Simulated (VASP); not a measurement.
## Ti2O3 (a cell with a defect) (Rutile): single point with LDA

Ti2O3 (a cell with a defect) (Rutile):

```
Ti O
1.0
     4.59220    0.00000    0.00000
     0.00000    4.59220    0.00000
     0.00000    0.00000    2.95740
Ti O
2 3
Direct
  0.00000 0.00000 0.00000
  0.50000 0.50000 0.50000
  0.30496 0.30496 0.00000
  0.98103 0.83993 0.50016
  0.69504 0.69504 0.00000
```

| Property | Result |
| --- | --- |
| Program | VASP 6.6.1 |
| Task | single point |
| Functional | LDA |
| Potentials or basis | VASP PAW LDA potentials, release 64 (Ti_sv, O) |
| Cutoff | 520 eV |
| k mesh | 3 × 3 × 4 |
| Occupations | fermi-dirac, width 0.1 eV |
| Spin | no spin polarisation |
| Dipole correction | no |
| Further INCAR settings | ALGO = Normal; EDIFF = 1e-06; NBANDS = 29 |

* Pressure: 18.8 GPa
* Largest force: 5.160 eV/Å
* Band gap on the k mesh: none (metal or under the smearing width)

Forces in eV/Å, atoms in the order of the input:
```
Ti   0.024  5.160  0.020
Ti   0.933 -0.103  0.000
O   -0.559 -0.369  0.000
O    3.912 -2.985 -0.025
O   -4.309 -1.703  0.004
```

Stress tensor (GPa, compression positive):
```
 5.65  5.89 -0.01
 5.89  5.39  0.03
-0.01  0.03 45.21
```

Levels at points of the mesh, in eV from the Fermi level:
| k point | band 17 | band 18 | band 19 | band 20 | band 21 | band 22 | band 23 | band 24 | band 25 | band 26 |
| --- | --- | --- | --- | --- | --- | --- | --- | --- | --- | --- |
| (0.00, 0.00, 0.00) | -5.23 | -4.18 | -3.49 | -2.63 | -1.66 | 0.06 | 0.66 | 0.82 | 1.04 | 1.97 |
| (0.00, 0.00, 0.50) | -5.00 | -4.82 | -4.14 | -2.69 | -0.60 | -0.03 | 0.17 | 1.04 | 1.52 | 1.62 |

Run time: 82 s on 1 thread of AMD EPYC 7R43 64-Core Processor (Zen 3), with other jobs on the host, peak memory 0.12 GiB.

Caveat: the k mesh is coarse (spacing up to 0.53 Å⁻¹), so the values aren't converged; so large a pressure means that the cell lies far from this level's equilibrium, or that cutoff or potentials fall short; semilocal functionals often make such compounds metallic where correlation or magnetic order opens a gap, which also shifts bond lengths.
